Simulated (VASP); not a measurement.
# CoO (I4/mmm) in VASP: notebook, part 2 of 2

VASP 6.6.1. The steps go on from the part before.

## (3) Relaxation of the atoms, PBE+U, collinear spin, antiferromagnetic start (atoms moved at random, drawn with an rms of 0.02 Å)

File run.py:

```python
from ase.calculators.vasp import Vasp
from ase.io import read
from ase.optimize import FIRE

atoms = read('POSCAR')
atoms.set_initial_magnetic_moments([2.0, -2.0, 0.0, 0.0])
calc = Vasp(
    directory='calc',
    xc='pbe',
    pp='PBE',
    setups={'base': 'minimal', 'O': '_s'},
    prec='Accurate',
    encut=400,
    ediff=1e-06,
    ismear=0,
    sigma=0.1,
    lreal=False,
    lasph=True,
    nelm=150,
    algo='Normal',
    isif=2,
    lwave=True,
    lcharg=False,
    ispin=2,
    lorbit=11,
    lmaxmix=4,
    ldautype=2,
    ldauprint=1,
    ldau_luj={'Co': {'L': 2, 'U': 8, 'J': 0}},
    kpts=[9, 6, 12],
    gamma=True,
)
atoms.calc = calc
opt = FIRE(atoms, trajectory='relax.traj')
converged = opt.run(fmax=0.005, steps=40)
print('converged:', converged)

print('energy (eV):', atoms.get_potential_energy())
print('free energy (eV):', atoms.get_potential_energy(force_consistent=True))
print('forces (eV/A):')
print(atoms.get_forces())
print('stress (eV/A^3, Voigt):', atoms.get_stress())
print('Fermi level (eV):', calc.get_fermi_level())
print('moment (muB):', atoms.get_magnetic_moment())
print('site moments (muB):', atoms.get_magnetic_moments())
print('cell (A, degrees):', atoms.cell.cellpar())
print('volume (A^3):', atoms.get_volume())
print('scaled positions:')
print(atoms.get_scaled_positions())
```

File POSCAR:

```
CoO
1.0
    0.0000000000      0.0000000000      4.2144950754
    3.0160000000     -3.0160000000      0.0000000000
    1.5080000000      1.5080000000     -2.1072475377
Co O
2 2
Direct
    0.9994285000      0.9961725000      0.9992580000
    0.4994285000      0.4961725000      0.9992580000
    0.4990050000      0.0022170000      0.0002450000
    0.9990050000      0.5022170000      0.0002450000
```

Potentials or basis: VASP PAW PBE potentials, release 64 (Co, O_s).

Launch:

```sh
python run.py
```

Log:

```text
Step     Time          Energy          fmax
FIRE:    0 --:--:--      -22.315215        0.177917
FIRE:    1 --:--:--      -22.316406        0.153701
FIRE:    2 --:--:--      -22.318166        0.108270
FIRE:    3 --:--:--      -22.319504        0.048429
FIRE:    4 --:--:--      -22.319802        0.017765
FIRE:    5 --:--:--      -22.319805        0.017351
FIRE:    6 --:--:--      -22.319812        0.016016
FIRE:    7 --:--:--      -22.319820        0.014256
FIRE:    8 --:--:--      -22.319829        0.011882
FIRE:    9 --:--:--      -22.319838        0.009229
FIRE:   10 --:--:--      -22.319846        0.006291
FIRE:   11 --:--:--      -22.319852        0.003135
converged: True
energy (eV): -22.3198521
free energy (eV): -22.3198521
forces (eV/A):
[[-0.00169536  0.00263008 -0.00019565]
 [-0.00169536  0.00263008 -0.00019565]
 [ 0.00169536 -0.00263008  0.00019565]
 [ 0.00169536 -0.00263008  0.00019565]]
stress (eV/A^3, Voigt): [-2.46412713e-02 -2.41783409e-02 -3.43092541e-03 -6.82796132e-06
 -6.49709892e-06  3.47169323e-02]
Fermi level (eV): 7.60510338
moment (muB): 0.0
site moments (muB): [ 2.897 -2.897  0.058 -0.058]
cell (A, degrees): [  4.21449508   4.2652681    2.99810276  90.         134.6569426
  90.        ]
volume (A^3): 38.3361261165777
scaled positions:
[[0.9992006  0.99926071 0.99970788]
 [0.4992006  0.49926071 0.99970788]
 [0.4992329  0.99912879 0.99979512]
 [0.9992329  0.49912879 0.99979512]]
```

OUTCAR:

```text
ENCUT = 400.000000
   EDIFF = 1.00e-06
   GGA = PE
   PREC = Accurate
   ISIF = 2
   ISMEAR = 0
   ISPIN = 2
   LORBIT = 11
   NELM = 150
   LASPH = .TRUE.
   LREAL = .FALSE.

 ion  position               nearest neighbor table
   1  0.999  0.999  1.000-   3 2.11   3 2.11   4 2.13   3 2.13   3 2.13   4 2.13   2 3.00   2 3.00
                             2 3.00   2 3.00   2 3.02   2 3.02   2 3.02   2 3.02
[... 1424 lines left out ...]
      4.52106     -1.50568     -0.00280         0.001695     -0.002630      0.000196
      3.01306      0.00232      2.10445         0.001695     -0.002630      0.000196
 -----------------------------------------------------------------------------------
    total drift:                               -0.003553      0.004163     -0.000188

  FREE ENERGIE OF THE ION-ELECTRON SYSTEM (eV)
  ---------------------------------------------------
  free  energy   TOTEN  =       -22.3198521038 eV

  energy  without entropy=      -22.3198521038  energy(sigma->0) =      -22.31985210

 total charge

# of ion       s       p       d       tot
------------------------------------------
    1        0.310   0.381   7.171   7.863
    2        0.310   0.381   7.171   7.863
    3        1.772   4.209   0.000   5.981
    4        1.772   4.209   0.000   5.981
--------------------------------------------------
tot          4.165   9.180  14.343  27.688

 magnetization (x)

# of ion       s       p       d       tot
------------------------------------------
    1        0.023   0.021   2.853   2.897
    2       -0.023  -0.021  -2.853  -2.897
    3        0.005   0.053   0.000   0.058
    4       -0.005  -0.053   0.000  -0.058
--------------------------------------------------
tot          0.000   0.000   0.000   0.000
```

INCAR:

```text
ENCUT = 400.000000
SIGMA = 0.100000
EDIFF = 1.00e-06
ALGO = Normal
GGA = PE
PREC = Accurate
ISIF = 2
ISMEAR = 0
ISPIN = 2
LDAUPRINT = 1
LDAUTYPE = 2
LMAXMIX = 4
LORBIT = 11
NELM = 150
LASPH = .TRUE.
LCHARG = .FALSE.
LWAVE = .TRUE.
LREAL = .FALSE.
LDAU = .TRUE.
LDAUL = 2 -1
LDAUU = 8.000 0.000
LDAUJ = 0.000 0.000
MAGMOM = 1*2.0000 1*-2.0000 2*0.0000
```

It took 20 min on 1 thread of Intel Xeon Platinum 8488C (Sapphire Rapids), shared host; peak memory 0.34 GiB.

What came out:

* Free energy: -22.3199 eV
* Energy gained by relaxing: 1.2 meV/atom
* Ionic steps: 12
* Pressure after relaxing: 2.8 GPa
* Largest force after relaxing: 0.003 eV/Å
* Band gap on the k mesh: 2.58 eV
* Net moment: 0.00 μB per cell
* Site moments: Co +2.90, -2.90; O +0.06, -0.06 μB
* Valence electrons inside the program's atomic spheres: Co 7.86; O 5.98

Forces in eV/Å, atoms in the order of the input:
```
Co  -0.002  0.003  0.000
Co  -0.002  0.003  0.000
O    0.002 -0.003  0.000
O    0.002 -0.003  0.000
```

Step by step:
```tsv
step	energy change (eV)	largest force (eV/Å)	pressure (GPa)
1	0.0000	0.1779	2.86
2	-0.0012	0.1537	2.84
3	-0.0030	0.1083	2.82
4	-0.0043	0.0484	2.80
5	-0.0046	0.0178	2.79
6	-0.0046	0.0174	2.79
7	-0.0046	0.0160	2.79
8	-0.0046	0.0143	2.79
9	-0.0046	0.0119	2.79
10	-0.0046	0.0092	2.79
11	-0.0046	0.0063	2.79
12	-0.0046	0.0031	2.79
```

Final structure:
```
CELL_PARAMETERS angstrom
0.00000 0.00000 4.21450
3.01600 -3.01600 0.00000
1.50800 1.50800 -2.10725
ATOMIC_POSITIONS crystal
Co 0.99920 0.99926 0.99971
Co 0.49920 0.49926 0.99971
O 0.49923 0.99913 0.99980
O 0.99923 0.49913 0.99980
```

Eigenvalues of the final occupation matrices:
| site | spin | trace | eigenvalues |
| --- | --- | --- | --- |
| site 1 d | 1 | 5.03 | 0.98 0.98 0.98 1.04 1.04 |
| site 1 d | 2 | 2.17 | 0.02 0.08 0.11 0.98 0.98 |
| site 2 d | 1 | 2.17 | 0.02 0.08 0.11 0.98 0.98 |
| site 2 d | 2 | 5.03 | 0.98 0.98 0.98 1.04 1.04 |

Caveat: an odd mesh through Γ misses points on the zone boundary, where band edges often lie.

## (4) Relaxation of the atoms, PBE+D2+U, non-collinear spin, ferromagnetic start (atoms moved at random, drawn with an rms of 0.1 Å)

File run.py:

```python
from ase.calculators.vasp import Vasp
from ase.io import read
from ase.optimize import BFGSLineSearch

atoms = read('POSCAR')
atoms.set_initial_magnetic_moments([[0.0, 0.0, 2.0], [0.0, 0.0, 0.0]])
calc = Vasp(
    directory='calc',
    xc='pbe',
    pp='PBE',
    setups='recommended',
    prec='Accurate',
    encut=520,
    ediff=0.001,
    ismear=0,
    sigma=0.05,
    lreal=False,
    lasph=True,
    nelm=120,
    algo='Normal',
    isif=2,
    lwave=True,
    lcharg=False,
    lnoncollinear=True,
    lorbit=11,
    lmaxmix=4,
    ldautype=1,
    ldauprint=1,
    ivdw=1,
    ldau_luj={'Co': {'L': 2, 'U': 4.5, 'J': 1.0}},
    kpts=[4, 4, 4],
    gamma=False,
)
atoms.calc = calc
opt = BFGSLineSearch(atoms, trajectory='relax.traj')
converged = opt.run(fmax=0.005, steps=40)
print('converged:', converged)

print('energy (eV):', atoms.get_potential_energy())
print('free energy (eV):', atoms.get_potential_energy(force_consistent=True))
print('forces (eV/A):')
print(atoms.get_forces())
print('stress (eV/A^3, Voigt):', atoms.get_stress())
print('Fermi level (eV):', calc.get_fermi_level())
print('cell (A, degrees):', atoms.cell.cellpar())
print('volume (A^3):', atoms.get_volume())
print('scaled positions:')
print(atoms.get_scaled_positions())
```

File POSCAR:

```
CoO
1.0
   -1.5080000000      1.5080000000      2.1072475377
    1.5080000000     -1.5080000000      2.1072475377
    1.5080000000      1.5080000000     -2.1072475377
Co O
1 1
Direct
   -0.0327890000     -0.0190360000     -0.0109320000
    0.4793960000      0.4707320000     -0.0308210000
```

Potentials or basis: VASP PAW PBE potentials, release 64 (Co, O).

Launch:

```sh
python run.py
```

Wall time 3.4 min (1 thread of Intel Xeon Platinum 8488C (Sapphire Rapids), shared host); peak memory 0.21 GiB.

These settings aren't checked as converged (typed here: shifted = yes; k = 4 × 4 × 4; EDIFF = 0.001): the numbers below hold their error.

Results:

- Free energy: -12.9593 eV
- Energy gained by relaxing: 5.4 meV/atom
- Ionic steps: 6
- Pressure after relaxing: 5.5 GPa
- Largest force after relaxing: 0.005 eV/Å
- Net moment: 3.00 μB per cell
- Valence electrons inside the program's atomic spheres: Co 7.81; O 5.03
- Dispersion energy per atom: -0.276 eV

Caveat: the k mesh is coarse (spacing up to 0.74 Å⁻¹), so the values aren't converged; a cell with one magnetic atom can't hold antiferromagnetic order, which such compounds often take.
